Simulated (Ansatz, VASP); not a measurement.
# Ti2WSNOF2 (2H-WOS under Ti2NF2 MXene, AA') in two plane-wave programs

Wanted: the spread between two codes on one cell, functional and k mesh. The structure shown is the start of the Ansatz relaxation below; VASP solves that cell, so the two are compared at the walk's first step.

Program: Ansatz 0.2.0. Level of theory: plane waves, with VASP 6.6.1 beside it; single point at PBE with D3(BJ). Results are calculated unless marked as measured.

### 1. The structure

The cell holds 8 atoms: 1 S, 1 W, 1 O, 2 F, 2 Ti and 1 N. Its edges and angles: a = 3.041 Å, b = 3.041 Å, c = 44.189 Å, α = 90.0°, β = 90.0°, γ = 120.0°. Vacuum lies along c. The height across the vacuum is the one that the program set for its solve, not the one typed.

As a file:

```cif
data_structure
_symmetry_space_group_name_H-M 'P 1'
_symmetry_Int_Tables_number 1
_cell_length_a 3.0408
_cell_length_b 3.0408
_cell_length_c 44.1892
_cell_angle_alpha 90.000
_cell_angle_beta 90.000
_cell_angle_gamma 120.000
_cell_volume 353.86
loop_
_atom_site_label
_atom_site_type_symbol
_atom_site_fract_x
_atom_site_fract_y
_atom_site_fract_z
_atom_site_occupancy
S1 S 0.33333 0.66667 0.18104 1
W2 W 0.00000 0.00000 0.22205 1
O3 O 0.33333 0.66667 0.24943 1
F4 F 0.00000 0.00000 0.31280 1
F5 F 0.66667 0.33333 0.41174 1
Ti6 Ti 0.66667 0.33333 0.33523 1
Ti7 Ti 0.00000 0.00000 0.38931 1
N8 N 0.33333 0.66667 0.36227 1
```

### 2. Ansatz: relaxation, PBE with D3(BJ)

Ansatz runs on its default PAW (the set named soft_2) files.

The two programs are compared at the cell with which this relaxation starts, whose forces are those of its first step.

input.yaml reads:

```yaml
crystal:
  lattice:
    - [3.040848, 0.0, 0.0]
    - [-1.520424, 2.633451617, 0.0]
    - [0.0, 0.0, 26.1945901266]
  atoms:
    - { symbol: S, position: [0.3333333333, 0.6666666667, 0.3054065729] }
    - { symbol: W, position: [0.0, 0.0, 0.3745874104] }
    - { symbol: O, position: [0.3333333333, 0.6666666667, 0.4207816883] }
    - { symbol: F, position: [0.0, 0.0, 0.5276739888] }
    - { symbol: Ti, position: [0.6666666667, 0.3333333333, 0.5655113063], spin: 1.0 }
    - { symbol: "N", position: [0.3333333333, 0.6666666667, 0.6111337079] }
    - { symbol: Ti, position: [0.0, 0.0, 0.6567561096], spin: 1.0 }
    - { symbol: F, position: [0.6666666667, 0.3333333333, 0.6945934271] }
  periodic: [true, true, false]
magnetization:
  spin_polarized: true
kpoints:
  mp_grid: { grid: [12, 12, 1] }
hamiltonian:
  xc: pbe
  dispersion: d3bj
scf:
  occupations: { method: fermi_dirac, width: 0.05 }
relax:
  f_tol: 0.01
  max_steps: 90
  cell: {}
```

Run with:

```
$ ansatz run input.yaml --threads 2 --pin off --max-ram 4096MiB --backend cpu --events-out ev --progress --plain --runs-dir out
```

Numbers of over 12 decimals in the logs are rounded to 6 here.

Output:

```text
Warning: crystal.periodic: the lattice vector that does not repeat stood 0.000° off the slab's normal, 26.195 Å along it as the deck builds it. The run solves the slab on a vector along the normal, 44.189 Å long, with every atom where it was (on the deck's vector they left 16.00 Å outside them, and the widest stretch free of ions among them is 2.80 Å). A fractional position that the run reports is one of the run's ce [...]
crystal.periodic: the lattice vector that does not repeat stood 0.000° off the slab's normal, 26.195 Å along it as the deck builds it. The run solves the slab on a vector along the normal, 44.189 Å long, with every atom where it was (on the deck's vector they left 16.00 Å outside them, and the widest stretch free of ions among them is 2.80 Å). A fractional position that the run reports is one of the run's cell, which [...]
Engine: ansatz 0.2.0, x86_64-unknown-linux-gnu
Pseudopotentials: kind: paw
Pseudopotential: S, paw, valence charge 6, recommended cutoff 420 eV (normal), S.paw.azcp
Pseudopotential: W, paw, valence charge 14, recommended cutoff 420 eV (normal), W.paw.azcp
Pseudopotential: O, paw, valence charge 6, recommended cutoff 420 eV (normal), O.paw.azcp
Pseudopotential: F, paw, valence charge 7, recommended cutoff 420 eV (normal), F.paw.azcp
Pseudopotential: Ti, paw, valence charge 12, recommended cutoff 420 eV (normal), Ti.paw.azcp
Pseudopotential: N, paw, valence charge 5, recommended cutoff 420 eV (normal), N.paw.azcp
Functional definition: PBE
  parameter kappa = 0.804
  parameter beta = 0.066725
  exchange = pbe_x(kappa = kappa, mu = beta*pi^2/3)
  correlation = pbe_c(beta = beta)
Crystal: 8 atoms, lattice volume = 353.864 Å³
Basis set: ecut = 420 eV, 6867 PW (Γ), exchange–correlation on 48×48×600 points (8 copies of the dense FFT grid, shifted against one another)
Bands: 44, of which v1, the nominal top of the filled ones, is band 35 counted from 1 (34 counted from 0)
Symmetry: 6 space group operations
Space group: P3m1 (ITA 156), of the structure as read, at distance tolerance 7.1e-5 Å
Magnetic group: BNS 156.49 (UNI 1279), of the structure as read, at distance tolerance 7.1e-5 Å
k-points: 19 of 144 (time reversal used)
Non-local potential: S, projectors of the file, l = 0: 2, l = 1: 2, l = 2: 2
[...]
spin=Collinear: LDOS preconditioning applied to the charge; magnetization (m = ρ↑ − ρ↓) channel mixes plain (no charge-response kernel on spin).
SCF iter   2: F=—  HF=-18864.613258 eV  |F-HF|=—  |Δ(HF+E_count)|=   2.64e-5  Δρ=3.10e-5 (↑3.06e-5 ↓3.10e-5)  dr2=1.60e-5  dr2_m=4.29e-7  M=0.000 μB ∫|m|=0.000 μB  β_m=0.44  ethr=3.38e-8  ⟨swp⟩=2.5  Hψ=2576  notcnv=0
SCF iter   3: F=—  HF=-18864.613258 eV  |F-HF|=—  |Δ(HF+E_count)|=   6.24e-7  Δρ=2.30e-5 (↑2.30e-5 ↓2.28e-5)  dr2=2.08e-5  dr2_m=2.87e-7  M=0.000 μB ∫|m|=0.000 μB  β_m=0.35  ethr=2.32e-8  ⟨swp⟩=3.1  Hψ=3122  notcnv=0
SCF iter   4: F=—  HF=-18864.613257 eV  |F-HF|=—  |Δ(HF+E_count)|=   1.72e-6  Δρ=8.63e-6 (↑8.63e-6 ↓8.57e-6)  dr2=1.23e-6  dr2_m=8.27e-8  M=0.000 μB ∫|m|=0.000 μB  β_m=0.34  ethr=2.32e-8  ⟨swp⟩=2.9  Hψ=2308  notcnv=0
SCF iter   5: F=—  HF=-18864.613257 eV  |F-HF|=—  |Δ(HF+E_count)|=   2.24e-7  Δρ=4.37e-6 (↑4.37e-6 ↓4.32e-6)  dr2=3.45e-7  dr2_m=1.90e-8  M=0.000 μB ∫|m|=0.000 μB  β_m=0.35  ethr=1.79e-9  ⟨swp⟩=3.1  Hψ=3209  notcnv=0
SCF iter   6: F=—  HF=-18864.613257 eV  |F-HF|=—  |Δ(HF+E_count)|=   2.70e-7  Δρ=1.84e-6 (↑1.68e-6 ↓1.84e-6)  dr2=5.07e-8  dr2_m=4.03e-9  M=0.000 μB ∫|m|=0.000 μB  β_m=0.43  ethr=5.00e-10  ⟨swp⟩=3.2  Hψ=3300  notcnv=0
SCF iter   7: F=—  HF=-18864.613257 eV  |F-HF|=—  |Δ(HF+E_count)|=   2.16e-7  Δρ=6.57e-7 (↑5.42e-7 ↓6.57e-7)  dr2=4.05e-9  dr2_m=6.89e-10  M=0.000 μB ∫|m|=0.000 μB  β_m=0.52  ethr=7.35e-11  ⟨swp⟩=2.8  Hψ=2880  notcnv=0
SCF iter   8: F=-18864.613257 eV  HF=-18864.613257 eV  |F-HF|=5.02e-9  |Δ(HF+E_count)|=   6.00e-8  Δρ=2.31e-7 (↑1.88e-7 ↓2.31e-7)  dr2=6.83e-10  dr2_m=5.73e-11  M=0.000 μB ∫|m|=0.000 μB  ethr=5.86e-12  ⟨swp⟩=3.6  Hψ=7514  notcnv=0
the starting moments were not kept: the SCF closed with an absolute magnetisation of 1.9e-5 μB, where they sum to 2 μB in size (2 sites). That is at most 0.1 of that sum. Measured as dr2_m measures the in/out step, that magnetisation stands 8.1e-11 eV from none, at or under the dr2_threshold of 1.2e-8 eV: it is no larger than a step whose dr2_m would equal this threshold.
SCF 8 converged in 8 iterations: F = -18864.613257 eV  dr2 = 6.83e-10
relax step   8: F+E_penalty+E_count = -18864.61325733 eV  Δ(F+E_penalty+E_count) = -1.929e-4 eV  max|allowed force component| = 4.630e-3 eV/Å  Δτ_max = 0.0015 Å  P = -0.005 N/m  Ω = 345.641 Å³  energy of the carried Pulay correction = +1.728e-4 eV  fix = [c, alpha, beta]  reactions: c -0.000 N/m  (8 SCF iters, dr2 threshold 1.17e-8 eV, accepted)
iter 1 solved again at ethr=3.39e-7 eV; its pass at ethr=3.10e-3 eV (dr2=2.34e-4 eV) is discarded
SCF iter   1: F=—  HF=-18864.613052 eV  |F-HF|=—  |Δ(HF+E_count)|=         —  Δρ=2.19e-6 (↑2.16e-6 ↓2.19e-6)  dr2=1.98e-8  dr2_m=1.04e-10  M=0.000 μB ∫|m|=0.000 μB  β_m=0.65  ethr=3.39e-7  ⟨swp⟩=7.4  Hψ=20208  notcnv=0
eigensolver tolerance schedule: the retry pair's looser diagonalisation over-reported the residual by 11800.19 of it (diagonalisation noise at an unbounded share of the residual, at the tolerance the schedule requests for it); recorded, not acted on — ethr = c·dr2/N_el stays at c = 1.0e-1
preconditioner: auto → LDOS  [metal: Δε(μ)=0.040 eV  Ē_g=9.117 eV  σ=0.050 eV  W_gap=0.20  n_scr=26 (ndim 8)  ℏωp=12.8 eV  f_vac=0.709  D(μ)=2.24/eV (n_scr^D=14)]
spin=Collinear: LDOS preconditioning applied to the charge; magnetization (m = ρ↑ − ρ↓) channel mixes plain (no charge-response kernel on spin).
SCF iter   2: F=—  HF=-18864.613025 eV  |F-HF|=—  |Δ(HF+E_count)|=   2.70e-5  Δρ=1.37e-6 (↑1.37e-6 ↓1.33e-6)  dr2=5.58e-8  dr2_m=3.54e-11  M=0.000 μB ∫|m|=0.000 μB  β_m=0.30  ethr=2.87e-11  ⟨swp⟩=7.5  Hψ=7830  notcnv=0
SCF iter   3: F=—  HF=-18864.613025 eV  |F-HF|=—  |Δ(HF+E_count)|=   5.55e-9  Δρ=8.13e-7 (↑8.13e-7 ↓7.89e-7)  dr2=4.76e-9  dr2_m=4.38e-11  M=0.000 μB ∫|m|=0.000 μB  β_m=0.29  ethr=2.87e-11  ⟨swp⟩=2.9  Hψ=2797  notcnv=0
SCF iter   4: F=—  HF=-18864.613025 eV  |F-HF|=—  |Δ(HF+E_count)|=   1.09e-9  Δρ=5.35e-7 (↑5.35e-7 ↓5.17e-7)  dr2=8.17e-10  dr2_m=2.80e-11  M=0.000 μB ∫|m|=0.000 μB  β_m=0.47  ethr=6.90e-12  ⟨swp⟩=2.9  Hψ=2650  notcnv=0
SCF iter   5: F=—  HF=-18864.613025 eV  |F-HF|=—  |Δ(HF+E_count)|=   1.10e-9  Δρ=1.34e-7 (↑1.34e-7 ↓1.32e-7)  dr2=6.99e-11  dr2_m=6.11e-12  M=0.000 μB ∫|m|=0.000 μB  β_m=0.51  ethr=1.18e-12  ⟨swp⟩=3.4  Hψ=3743  notcnv=0
SCF iter   6: F=—  HF=-18864.613025 eV  |F-HF|=—  |Δ(HF+E_count)|=  3.64e-12  Δρ=6.42e-8 (↑6.14e-8 ↓6.42e-8)  dr2=4.24e-11  dr2_m=1.07e-12  M=0.000 μB ∫|m|=0.000 μB  β_m=0.45  ethr=1.00e-12  ⟨swp⟩=1.9  Hψ=1985  notcnv=0
SCF iter   7: F=-18864.613025 eV  HF=-18864.613025 eV  |F-HF|=6.91e-11  |Δ(HF+E_count)|=  2.29e-10  Δρ=2.43e-8 (↑2.43e-8 ↓2.38e-8)  dr2=2.71e-12  dr2_m=6.71e-13  M=0.000 μB ∫|m|=0.000 μB  ethr=1.00e-12  ⟨swp⟩=9.3  Hψ=11385  notcnv=0
the starting moments were not kept: the SCF closed with an absolute magnetisation of 2.1e-6 μB, where they sum to 2 μB in size (2 sites). That is at most 0.1 of that sum. Measured as dr2_m measures the in/out step, that magnetisation stands 1.0e-12 eV from none, at or under the dr2_threshold of 2.0e-11 eV: it is no larger than a step whose dr2_m would equal this threshold.
SCF 9 converged in 7 iterations: F = -18864.613025 eV  dr2 = 2.71e-12
relax step   9: F+E_penalty+E_count = -18864.61302494 eV  Δ(F+E_penalty+E_count) = +2.324e-4 eV  max|allowed force component| = 4.630e-3 eV/Å  Δτ_max = 0.0000 Å  P = -0.008 N/m  Ω = 345.641 Å³  fix = [c, alpha, beta]  reactions: c -0.000 N/m  stress off target by 8.33e-3 N/m on what of the cell is left free  SCF on the basis re-selected at this cell (its energy is not comparable with the rows above)  (7 SCF iters)
basis re-selected at this cell: Δ(F+E_penalty+E_count) = +2.324e-4 eV, ΔP = -0.003 N/m vs the last step (what re-selecting the basis moved, of the pressure what is left beyond the Pulay correction that the steps carried, after the strain that the cell walked since its last selection, with what the two solves' SCF thresholds leave and, on support functions, any second-order correction that the steps lacked; it is no m [...]
SCF converged after 7 iterations
Magnetization: 0.0000 μB (34.5000 up, 34.5000 down)
Absolute magnetization: 0.0000 μB (∫|ρ↑−ρ↓|, with the PAW one-centre terms)
Spin contamination: 0.0000 ħ² per cell (⟨S²⟩ above its minimum at these occupations)
Per-site moments (μB) at R_I (Å): [(5.983736600716797e-9, 0.982101), (-5.009199630479962e-10, 0.861399), (-9.478772647044702e-9, 0.861399), (2.1069733568991124e-8, 0.880657), (4.5368910082384674e-7, 0.845373), (-2.4129175718327414e-7, 0.844839), (7.204166646847062e-7, 0.844839), (4.887606279152562e-9, 0.885305)]
Free energy (F): -18864.613025 eV
Harris-Foulkes:  -18864.613025 eV  (|F-HF|=6.91e-11)
Internal energy: -18864.594909 eV  (E = F + TS)
E sigma→0 (E₀):  -18864.603967 eV
Entropy (-TS):   -0.018116 eV (-2.264 meV/atom)
Fermi energy:    -3.868470 eV
--- Per-component energies (eV) ---
  E_band       = -1719.981366
  E_kinetic    = 1830.497145
  E_local      = -406964.582162  (includes V_loc(G=0)·N_el)
  E_nonlocal   = 283.871671
  E_hartree    = 202369.559691
  E_xc         = -856.401283
  E_vxc        = -950.664439  (∫ρ·V_xc dr)
  E_paw        = -11944.073554  (= ΣΔE_a)
  E_vpaw       = -658.230042  (= ΣTr[D̂ρ^β])
  E_aug_tail   = 0.006764  (compensation charges beyond the density's cutoff)
  E_ewald      = 196418.602206
  E_disp       = -2.075387  (pairwise vdW)
  E_smearing   = -0.018116  (= −TS)
  E_closure    = 0.000000  (closes the sum)
  Σ components = -18864.613025   (vs F -18864.613025, Δ=0.00e0)
--- Forces (eV/Å), atoms counted from 1 ---
  atom   1  S     -0.00000000    -0.00000000    -0.00056095
  atom   2  W     -0.00000000     0.00000000     0.00159247
  atom   3  O     -0.00000000     0.00000000    -0.00133018
  atom   4  F     -0.00000000     0.00000000     0.00150265
  atom   5  Ti     0.00000000     0.00000000     0.00068278
  atom   6  N      0.00000000    -0.00000000    -0.00462971
  atom   7  Ti    -0.00000000     0.00000000     0.00409218
  atom   8  F      0.00000000    -0.00000000    -0.00134883
  max |Σ_I F_I| component: 4.10e-7 eV/Å
--- 2D stress c σ (N/m, compression-positive) ---
       -0.008329       0.000000      -0.000000
        0.000000      -0.008329       0.000000
       -0.000000       0.000000      -0.000000
  P = ½ c Tr σ = -0.0083 N/m
--- Relaxed structure (7 steps of the walk, 7 accepted, 2 SCFs on fresh bases) ---
  F+E_penalty+E_count = -18864.61302494 eV   max|allowed force component| = 4.630e-3 eV/Å   (the final SCF, on the basis selected at the relaxed cell)
  cell:  # Å, volume = 345.6414 Å³
    - [3.005312, 0, 0]
    - [-1.502656, 2.602677, 0]
    - [0, 0, 44.189180]
  atoms:
    - { symbol: S, position: [0.333333, 0.666667, 0.188701] }
    - { symbol: W, position: [2.1504707310511165e-17, -3.700743415444118e-17, 0.225595] }
    - { symbol: O, position: [0.333333, 0.666667, 0.251889] }
    - { symbol: F, position: [6.407685124169091e-19, -3.7007434154442715e-17, 0.306643] }
    - { symbol: Ti, position: [0.666667, 0.333333, 0.334792] }
    - { symbol: N, position: [0.333333, 0.666667, 0.359472] }
    - { symbol: Ti, position: [2.654466029761986e-18, -3.700743415444275e-17, 0.384096] }
    - { symbol: F, position: [0.666667, 0.333333, 0.412681] }
```

Reading the cycles: dr2 is the Hartree energy of the density residual (eV), the measure of convergence; HF is the Harris–Foulkes estimate of the energy, which meets the free energy F at convergence.

(Continued in part 2 of 2.)

[Lines on the potential files, build, host, timing and source positions are cut from VASP's logs without a mark.]

[Logs are printed without paths, hosts, clocks, repeated set-up lines and the standing remarks that a program may print on its own settings, such as how far it seeks lower states.]

[Hosts, paths, dates, database ids (printed as entryN), source tags and the programs' standing remarks are cut or masked in the printed files.]
